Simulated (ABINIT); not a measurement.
The system is LiF (Griceite).

```xyz
2
Lattice="0.0000 2.0140 2.0140 2.0140 0.0000 2.0140 2.0140 2.0140 0.0000" Properties=species:S:1:pos:R:3 pbc="T T T"
F     2.0140    2.0140    2.0140
Li    0.0000    0.0000    0.0000
```

Base run:

- Program: ABINIT 10.8.3 (patched build)
- Functional: r2SCAN
- Potentials or basis: JTH PAW PBE v2.0
- Cutoff: 762 eV
- k mesh: 11 × 11 × 11
- Occupations: fermi-dirac, width 0.05 eV
- Spin: no spin polarisation

Its results: band gap on the k mesh 10.05 eV, direct.

Task: The run is repeated on the same cell with these changes: functional from r2SCAN to TB-mBJ; potentials or basis from JTH PAW PBE v2.0 to JTH PAW LDA v2.0. What comes out?

Result: Band gap on the k mesh 12.54 eV, direct.

Caveats: the constant c of TB-mBJ comes from the pseudo density here, which moves gaps by up to 0.3 eV between sets of potentials (some runs).
